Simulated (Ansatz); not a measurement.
What moves the field gradients of V₂O₅?

Cell of run 1: a refined structure from the COD.

```yaml
crystal:
  lattice:
    - [6.28460, 0.00000, 0.00000]
    - [0.00000, 3.57177, 0.00000]
    - [-0.00857, 0.00000, 7.11399]
  atoms:
    - { symbol: V, position: [0.81030, 0.75000, 0.09980] }
    - { symbol: V, position: [0.18970, 0.25000, 0.90020] }
    - { symbol: V, position: [0.25570, 0.75000, 0.27730] }
    - { symbol: V, position: [0.74430, 0.25000, 0.72270] }
    - { symbol: O, position: [0.43740, 0.25000, 0.82410] }
    - { symbol: O, position: [0.56260, 0.75000, 0.17590] }
    - { symbol: O, position: [0.14640, 0.75000, 0.96930] }
    - { symbol: O, position: [0.85360, 0.25000, 0.03070] }
    - { symbol: O, position: [0.32480, 0.75000, 0.49140] }
    - { symbol: O, position: [0.67520, 0.25000, 0.50860] }
    - { symbol: O, position: [0.95760, 0.75000, 0.30120] }
    - { symbol: O, position: [0.04240, 0.25000, 0.69880] }
    - { symbol: O, position: [0.26270, 0.25000, 0.19920] }
    - { symbol: O, position: [0.73730, 0.75000, 0.80080] }
```

Atoms are numbered from 1 in the order listed; like atoms form one site, named after its first atom.

Relaxed positions (PBE, cell held):

```
CELL_PARAMETERS angstrom
6.28460 0.00000 0.00000
0.00000 3.57177 0.00000
-0.00857 0.00000 7.11399
ATOMIC_POSITIONS crystal
V 0.80471 0.75000 0.09889
V 0.19529 0.25000 0.90111
V 0.25638 0.75000 0.28001
V 0.74362 0.25000 0.71999
O 0.44023 0.25000 0.82425
O 0.55977 0.75000 0.17575
O 0.14643 0.75000 0.96650
O 0.85357 0.25000 0.03350
O 0.32093 0.75000 0.49350
O 0.67907 0.25000 0.50650
O 0.96157 0.75000 0.30022
O 0.03843 0.25000 0.69978
O 0.26001 0.25000 0.19532
O 0.73999 0.75000 0.80468
```

All runs are DFT with Ansatz 0.2.0 (plane waves and PAW, scalar-relativistic unless spin–orbit coupling is named, Γ-centred meshes, Fermi–Dirac smearing where given) in this cell.

Run 1: PBE, gradients read without the response of the cores, atoms as given; 420 eV, 4×6×3 k-points, smearing 0.02 eV.
Run 2: PBE, gradients read without the response of the cores, atoms relaxed; 420 eV, 4×6×3 k-points, smearing 0.02 eV.
Run 3: r2SCAN, gradients read without the response of the cores, at the relaxed atoms; 500 eV, 4×6×3 k-points, smearing 0.02 eV.

```tsv
run	V3 V_zz (η)	O9 V_zz (η)	O11 V_zz (η)	O13 V_zz (η)
1	5.79 (0.43)	-3.62 (0.41)	-2.85 (0.13)	3.29 (0.47)
2	4.52 (0.72)	-3.35 (0.29)	-3.01 (0.31)	3.20 (0.76)
3	?	?	?	?
```

V_zz in 10²¹ V/m²; 4 of the 7 sets of like atoms are followed.

Q: Estimate the row of run 3.

A: V3: 4.41 (0.63); O9: -2.96 (0.35); O11: -3.00 (0.53); O13: 3.53 (0.82). It lies nearest to run 2, from whose tensors on these sites it differs by 0.50 at most (largest principal value of the difference, on O13). Taken one at a time, the positions of the atoms (as given or relaxed) move the tensors on these sites by up to 1.27 (largest principal value of the change, on V3), the functional (r2SCAN with its higher cutoff) by 0.50 (O13).

In runs 1, 3 the atoms aren't at the calculated equilibrium (largest force 1.2, 0.69 eV/Å).
